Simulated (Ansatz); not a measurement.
Reactions of C₆H₁₄, SMILES `CCC(C)CC`.

Gas-phase electronic energies from Ansatz, PBE0-D4/def2-TZVP geometries. CCSD(T)/CBS is the MP2 limit (def2-TZVPP, def2-QZVPP) plus CCSD(T) − MP2 in def2-TZVPP, frozen cores. This one scheme is used for every species. Triplets are unrestricted, without spin–orbit coupling. For Br outer-core shells are correlated without core-valence functions, which leaves a few kJ/mol of doubt a bond. Scalar relativity is left out up to krypton. Each species was taken in one conformer, which may not be the lowest.

Q: Order these by ΔE at CCSD(T)/CBS, lowest first. (Best estimate.)
A. `CCC(C)CC` + HBr → `CCC(C)Br` + `CC`
B. `CCC(C)CC` → `CCCCC` + `[CH2]` (triplet)
C. `CCC(C)CC` + `BOC=C` → `C=COBC` + `CCCCC`
D. `CCC(C)CC` + H₂ → `CCCCC` + CH₄
E. `CCC(C)CC` + H₂O → `CCC(C)O` + `CC`
F. `CCC(C)CC` + `OC(=S)S` → `CSC(O)=S` + `CCC(C)C`

A: D (-65.7 kJ/mol), C (-39.3 kJ/mol), A (-6.2 kJ/mol), F (+2.2 kJ/mol), E (+32.8 kJ/mol), B (+437.4 kJ/mol).

Largest T1 diagnostic: 0.017, for `OC(=S)S`.
